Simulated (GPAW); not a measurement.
# InAs (F-43m) in GPAW: settings compared, part 2 of 2

GPAW 26.7.0. Earlier steps stand in the parts before.

### Step 3. Band structure, LDA

Contents of run.py:

```python
from ase.dft.bandgap import bandgap
from ase.io import read, write
from ase.units import GPa
from gpaw import GPAW, PW, setup_paths

setup_paths.insert(0, '.')

atoms = read('POSCAR')

calc = GPAW(mode=PW(600),
            xc='LDA',
            kpts={'size': (6, 6, 6), 'gamma': True},
            occupations={'name': 'fermi-dirac', 'width': 0.05},
            nbands=18,
            convergence={'density': 1e-05, 'energy': 1e-05},
            maxiter=150,
            txt='gpaw.txt')
atoms.calc = calc
energy = atoms.get_potential_energy()
forces = atoms.get_forces()
stress = atoms.get_stress()
calc.write('gs.gpw')
write('result.traj', atoms)
print(f'Energy: {energy:.6f} eV')
print('Forces (eV/A):')
print(forces.round(4))
print('Stress (GPa):', (stress / GPa).round(3))
print('Fermi level:', round(calc.get_fermi_level(), 4), 'eV')
print(f'Gap: {bandgap(calc)[0]:.4f} eV, direct: {bandgap(calc, direct=True)[0]:.4f} eV')

path = atoms.cell.bandpath('GXWKGLUWLK,UX', npoints=100, eps=1e-4)
bs_calc = calc.fixed_density(kpts=path, symmetry='off', nbands=30,
                             convergence={'bands': 'CBM+6.0', 'eigenstates': 1e-6}, txt='bands.txt')
bs = bs_calc.band_structure()
bs.write('bs.json')
print(f'Gap on the path: {bandgap(bs_calc)[0]:.4f} eV')
```

Contents of POSCAR:

```
InAs
1.0
    0.0000000000      3.0180000000      3.0180000000
    3.0180000000      0.0000000000      3.0180000000
    3.0180000000      3.0180000000      0.0000000000
In As
1 1
Direct
    0.0000000000      0.0000000000      0.0000000000
    0.7500000000      0.7500000000      0.7500000000
```

Potentials or basis: PAW data sets generated in the run's folder for this functional, pw.

Command:

```sh
gpaw-setup -f LDA As In
OMP_NUM_THREADS=1 python run.py
```

gpaw.txt:

```text
__  _  _
 | _ |_)|_||  |
 |__||  | ||/\| - 26.7.0

Input parameters:
  mode=PW(ecut=600.0),
  convergence={'density': 1e-05, 'energy': 1e-05},
  kpts=MonkhorstPack(size=(6, 6, 6), gamma=True),
  maxiter=150,
  nbands=18,
  occupations=Occupations(name='fermi-dirac', width=0.05),
  xc=XC(name='LDA')

Diagonalizing LCAO Hamiltonian
Converting LCAO to pw mode

                     As

       In

Atoms  # Å, Bohr magnetons
|   | symbol |        x |        y |        z |    initial magnetic moments |
|---|--------|----------|----------|----------|-----------------------------|
| 0 |     In | 0.000000 | 0.000000 | 0.000000 | ( 0.0000,  0.0000,  0.0000) |
| 1 |     As | 4.527000 | 4.527000 | 4.527000 | ( 0.0000,  0.0000,  0.0000) |

Unit cell  # Å
| periodic |        x |        y |        z |  lengths |    angles |
|----------|----------|----------|----------|----------|-----------|
|      yes | 0.000000 | 3.018000 | 3.018000 | 4.268097 | 60.000000 |
|      yes | 3.018000 | 0.000000 | 3.018000 | 4.268097 | 60.000000 |
|      yes | 3.018000 | 3.018000 | 0.000000 | 4.268097 | 60.000000 |

Number of symmetries: 24
Symmetry operations  # r_c * U_cc + t_c -> r_c
|    | kind |            matrix            |
|----|------|------------------------------|
|  0 |  E   |  1, 0, 0,  0, 1, 0,  0, 0, 1 |
|  1 |  σ   |  1, 0, 0,  0, 0, 1,  0, 1, 0 |
|  2 |  σ   |  1, 0,-1,  0, 1,-1,  0, 0,-1 |
|  3 |  C3  |  1, 0,-1,  0, 0,-1,  0, 1,-1 |
|  4 |  C3  |  1,-1, 0,  0,-1, 1,  0,-1, 0 |
|  5 |  σ   |  1,-1, 0,  0,-1, 0,  0,-1, 1 |
|  6 |  σ   |  0, 1, 0,  1, 0, 0,  0, 0, 1 |
|  7 |  C3  |  0, 1, 0,  0, 0, 1,  1, 0, 0 |
|  8 |  C2  |  0, 1,-1,  1, 0,-1,  0, 0,-1 |
|  9 |  S4  |  0, 1,-1,  0, 0,-1,  1, 0,-1 |
| 10 |  C3  |  0, 0, 1,  1, 0, 0,  0, 1, 0 |
| 11 |  σ   |  0, 0, 1,  0, 1, 0,  1, 0, 0 |
[... 128 lines left out ...]
  ecut: 4800.0  # eV

xc functional:
  name: None

convergence criteria:
[... 6 lines left out ...]
|iter     | |      energy | eigst |  dens |
|---------|-|-------------|-------|-------|
|iter:   1| |   -9.515569 | -0.30 |       |
|iter:   2| |   -9.467256 | -2.36 | -1.19 |
|iter:   3| |   -9.262917 | -2.01 | -1.23 |
|iter:   4| |   -9.259320 | -3.50 | -1.82 |
|iter:   5| |   -9.258918 | -4.26 | -2.38 |
|iter:   6| |   -9.258929 | -5.84 | -3.16 |
|iter:   7| |   -9.258931c| -6.85 | -3.66 |
|iter:   8| |   -9.258931c| -7.57c| -4.73 |
|iter:   9| |   -9.258931c| -8.41c| -5.34c|

Converged in 9 steps
Energy contributions relative to reference atoms: (reference = -221254.198237)

Energy contributions:
  Kinetic:          23.731290
  Coulomb:         -21.912992
  Zero:              0.117295
  External:          0.000000
  Xc:              -11.194059
  Entropy:          -0.000928
  Spinorbit:         0.000000
  ----------------------------
  Free energy:      -9.259395
  Extrapolated:     -9.258931

dipole moment: (-17.265285, -17.265285, -17.265285)  # |e|*Ang

Fermi level: 4.640
Eigenvalues  # (at kpt = [0.000, 0.000, 0.000])
| band index |      eig [eV] | occ [0-2] |
|------------|---------------|-----------|
|          0 |        -9.663 |     2.000 |
|        ... |               |           |
|          2 |        -9.663 |     2.000 |
|          3 |        -9.530 |     2.000 |
|          4 |        -9.530 |     2.000 |
|          5 |        -7.367 |     2.000 |
|          6 |         4.198 |     2.000 |
|          7 |         4.605 |     1.342 |
[... 8 lines left out ...]
|         16 |        14.975 |     0.000 |
|         17 |        14.975 |     0.000 |

No gap
No difference between direct/indirect transitions

Forces  # eV/Ang
|        x |       y |        z |
|----------|---------|----------|
|  0.00000 | 0.00000 |  0.00000 |  # In   0
| -0.00000 | 0.00000 | -0.00000 |  # As   1

Stress tensor  # eV/Ang^3
|         x |        y |         z |
|-----------|----------|-----------|
|  0.002823 | 0.000000 | -0.000000 |
|  0.000000 | 0.002823 |  0.000000 |
| -0.000000 | 0.000000 |  0.002823 |

# Writing to gs.gpw (mode='')
```

It took 47 s on 1 thread of Arm Neoverse V2, shared host; peak memory 0.3 GiB.

Results:

- Free energy: -9.2594 eV
- Pressure: -0.5 GPa
- Band gap along the path: none (metal or under the smearing width)

Levels at the corners of the path, in eV from the Fermi level:
| point | band 5 | band 6 | band 7 | band 8 | band 9 | band 10 | band 11 | band 12 | band 13 |
| --- | --- | --- | --- | --- | --- | --- | --- | --- | --- |
| Γ | -14.17 | -12.01 | -0.44 | -0.04 | -0.04 | -0.04 | 3.77 | 3.77 | 3.77 |
| X | -14.15 | -9.95 | -5.99 | -2.41 | -2.41 | 1.37 | 1.92 | 9.00 | 9.13 |
| W | -14.16 | -9.90 | -5.85 | -3.05 | -2.98 | 4.10 | 4.18 | 4.83 | 5.93 |
| K | -14.16 | -9.97 | -5.86 | -3.38 | -2.03 | 1.95 | 4.15 | 7.15 | 7.31 |
| Γ | -14.17 | -12.01 | -0.44 | -0.04 | -0.04 | -0.04 | 3.77 | 3.77 | 3.77 |
| L | -14.16 | -10.50 | -5.92 | -1.05 | -1.05 | 0.76 | 4.57 | 4.57 | 6.67 |
| U | -14.16 | -9.97 | -5.86 | -3.38 | -2.03 | 1.95 | 4.15 | 7.15 | 7.31 |
| W | -14.16 | -9.90 | -5.85 | -3.05 | -2.98 | 4.10 | 4.18 | 4.83 | 5.93 |
| L | -14.16 | -10.50 | -5.92 | -1.05 | -1.05 | 0.76 | 4.57 | 4.57 | 6.67 |
| K | -14.16 | -9.97 | -5.86 | -3.38 | -2.03 | 1.95 | 4.15 | 7.15 | 7.31 |
| U | -14.16 | -9.97 | -5.86 | -3.38 | -2.03 | 1.95 | 4.15 | 7.15 | 7.31 |
| X | -14.15 | -9.95 | -5.99 | -2.41 | -2.41 | 1.37 | 1.92 | 9.00 | 9.13 |

Caveat: spin-orbit coupling is left out, which moves the levels of the heavy elements; this crystal is a semiconductor, whose small gap the functional closes, so the metal is an error of the method.

### Step 4. The reference run

An earlier run on the cell as given: functional PBE; potentials or basis GPAW PAW data sets (gpaw-data 1.2.1); cutoff 600 eV; basis pw; k mesh 8 × 8 × 8; occupations fermi-dirac, width 0.05 eV; no spin polarisation.

- Pressure: 4.0 GPa
- Band gap on the k mesh: none (metal or under the smearing width)

### Step 5. Summary

| task | level | potentials or basis | k mesh | cutoff (eV) | band path | band points | grid spacing | pressure (GPa) |
| --- | --- | --- | --- | --- | --- | --- | --- | --- |
| band structure | PBE | GPAW PAW data sets (gpaw-data 1.2.1), fd | 6 × 6 × 6 | - | GXWKGLUWLK,UX | 80 | 0.16 Å | - |
| band structure | LDA | PAW data sets generated in the run's folder for this functional, pw | 6 × 6 × 6 | 600 | GXWKGLUWLK,UX | 100 | - | -0.5 |
| single point | PBE | GPAW PAW data sets (gpaw-data 1.2.1), pw | 8 × 8 × 8 | 600 | - | - | - | 4.0 |

Alike in all rows: no spin polarisation; cell as given; smearing fermi-dirac 0.05 eV.

Caveats: this crystal is a semiconductor, whose small gap the functional closes, so the metal is an error of the method; spin-orbit coupling is left out, which moves the levels of the heavy elements (some runs); the real-space grid adds noise to forces (some runs).

Total energies depend on the potentials used, so only differences within one code and one set of settings carry meaning.

### Step 6. Against experiment

Step 2. Measured gap of InAs: 0.418 eV (direct; 4.2 K; a printed reference work, data compilation). This calculation gives 0.00 eV (-0.42 eV). Spin-orbit coupling on As, In is left out. The value is that of PBE, without temperature or zero-point motion. Semilocal functionals fall short of measured gaps as a rule.

Step 3. A measured gap of InAs is 0.418 eV (direct; 4.2 K; a printed reference work, data compilation); the calculated 0.00 eV misses it by -0.42 eV. Spin-orbit coupling on As, In is left out. The value is that of LDA, without temperature or zero-point motion. Semilocal functionals fall short of measured gaps as a rule.
